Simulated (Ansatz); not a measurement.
# GaN (GaN): the cost of one run

Method: DFT PBEsol, scalar-relativistic, plane waves, PAW, and further levels as typed in the inputs, in Ansatz 0.2.0.

**1. The structure to begin with**

The structure is hexagonal, space group P6_3mc (No. 186). Conventional cell: a = 3.183 Å, b = 3.183 Å, c = 5.185 Å, α = 90.00°, β = 90.00°, γ = 120.00°. Ga (site symmetry 3m) has 4 N at 1.95 Å as nearest neighbours. N (site symmetry 3m) is surrounded by 4 Ga at 1.95 Å.

Structure file:

```cif
data_structure
_symmetry_space_group_name_H-M 'P6_3mc'
_symmetry_Int_Tables_number 186
_cell_length_a 3.1827
_cell_length_b 3.1827
_cell_length_c 5.1852
_cell_angle_alpha 90.000
_cell_angle_beta 90.000
_cell_angle_gamma 120.000
_cell_volume 45.49
loop_
_atom_site_label
_atom_site_type_symbol
_atom_site_symmetry_multiplicity
_atom_site_Wyckoff_symbol
_atom_site_fract_x
_atom_site_fract_y
_atom_site_fract_z
_atom_site_occupancy
Ga1 Ga 2 b 0.33333 0.66667 0.00020 1
N1 N 2 b 0.33333 0.66667 0.37680 1
```

**2. Elastic constants: GaN (GaN), no spin**

It takes the final geometry of an earlier run.

input.yaml reads:

```yaml
crystal:
  lattice:
    - [3.1827350591, 0.0, 0.0]
    - [-1.5913675295, 2.7563294147, 0.0]
    - [0.0, 0.0, 5.1851840328]
  atoms:
    - { symbol: Ga, position: [0.3333333333, 0.6666666667, 0.0001993197] }
    - { symbol: Ga, position: [0.6666666667, 0.3333333333, 0.5001993197] }
    - { symbol: "N", position: [0.3333333333, 0.6666666667, 0.3768006803] }
    - { symbol: "N", position: [0.6666666667, 0.3333333333, 0.8768006803] }
scf:
  occupations: { method: fixed }
output:
  eigenvalues: true
kpoints:
  mp_grid: { grid: [9, 9, 6] }
hamiltonian:
  xc: pbesol
elastic: {}
```

Launch:

```sh
$ ansatz run input.yaml --threads 8 --pin off --max-ram 18432MiB --backend cpu --events-out ev --progress --plain --runs-dir out
```

What time and memory should one allow on 8 threads of AMD EPYC 7R43 (Zen 3), shared host?

About 28 s, with a peak of 0.5 GiB.
